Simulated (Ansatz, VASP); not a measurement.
# One calculation of Fe, two programs

```
Fe
1.0
     2.40034    0.00000    0.00000
     0.00000    2.40034    0.00000
     0.00000    0.00000    2.40034
Fe
1
Direct
  0.00000 0.00000 0.00000
```

Alike in both runs: task single point; functional RPBE; k mesh 15 × 15 × 15; occupations fermi-dirac, width 0.05 eV; collinear spin.

```csv
,VASP,Ansatz
version,VASP 6.6.1,Ansatz 0.2.0
potentials or method,"VASP PAW PBE potentials, release 64 (Fe)","plane waves (420 eV) with PAW, scalar-relativistic"
plane-wave cutoff (eV),520,420
valence electrons in the cell,8,16
```

```csv
,VASP,Ansatz,Ansatz less VASP
pressure (GPa),-0.6,-0.3,+0.35
net moment per atom (μB),2.43,2.42,-0.004
size of the moment on the site where the two differ most (μB),2.43,2.42,-0.008
```

Site moments also hang on the region over which each program counts them. The two sets of potentials don't hold the same shells in valence.

Caveats: the PAW data sets were made with another functional, which shifts forces and pressure a little (VASP).
